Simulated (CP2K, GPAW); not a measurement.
# Ag: programs and potentials compared

```
CELL_PARAMETERS angstrom
2.88888 0.00000 0.00000
1.44444 2.50185 0.00000
1.44444 0.83395 2.35876
ATOMIC_POSITIONS crystal
Ag 0.00000 0.00000 0.00000
```

Alike in all runs: task band structure; functional PBE; k mesh 11 × 11 × 11; occupations fermi-dirac, width 0.05 eV; no spin polarisation; no spin-orbit coupling. Pressure is positive in compression and, in plane waves, holds the error of the finite cutoff.

```tsv
program and potentials	plane-wave cutoff (eV)	notes	pressure (GPa)
CP2K, GTH_POTENTIALS Ag GTH-BLYP-q11; DZVP-MOLOPT-SR-GTH basis	-	atomic basis; 11 valence electrons an atom on average	3.51
CP2K, GTH_POTENTIALS Ag GTH-PADE-q11; DZVP-MOLOPT-SR-GTH basis	-	atomic basis; potentials made for LDA; 11 valence electrons an atom on average	3.77
CP2K, POTENTIAL_UZH Ag GTH-PBE0-q11; DZVP-MOLOPT-SR-GTH basis	-	atomic basis; 11 valence electrons an atom on average	8.04
GPAW, PAW data sets generated for this functional	600	17 valence electrons an atom on average	4.33
CP2K, POTENTIAL_UZH Ag GTH-PBE-q11; TZVP-MOLOPT-PBE-GTH basis	-	atomic basis; 11 valence electrons an atom on average	4.16
CP2K, GTH_POTENTIALS Ag GTH-PBE-q11; DZVP-MOLOPT-SR-GTH basis	-	atomic basis; 11 valence electrons an atom on average	5.69
CP2K, POTENTIAL_UZH Ag GTH-SCAN-q11; DZVP-MOLOPT-SR-GTH basis	-	atomic basis; 11 valence electrons an atom on average	9.62
```

The pressure spans 3.51 (CP2K, GTH_POTENTIALS Ag GTH-BLYP-q11; DZVP-MOLOPT-SR-GTH basis) to 9.62 GPa (CP2K, POTENTIAL_UZH Ag GTH-SCAN-q11; DZVP-MOLOPT-SR-GTH basis). Some sets were made for another functional than the one run, which can shift their rows. The pressure on the cell as given of CP2K, POTENTIAL_UZH Ag GTH-PBE0-q11; DZVP-MOLOPT-SR-GTH basis; CP2K, POTENTIAL_UZH Ag GTH-SCAN-q11; DZVP-MOLOPT-SR-GTH basis lies far from the others; the cause wasn't traced. Rows in atomic bases carry the error of their basis and grid, which can be large.

The functional is the same throughout but for its coding, so the spread measures potentials, basis and numerics; runs on potential files found faulty are left out.
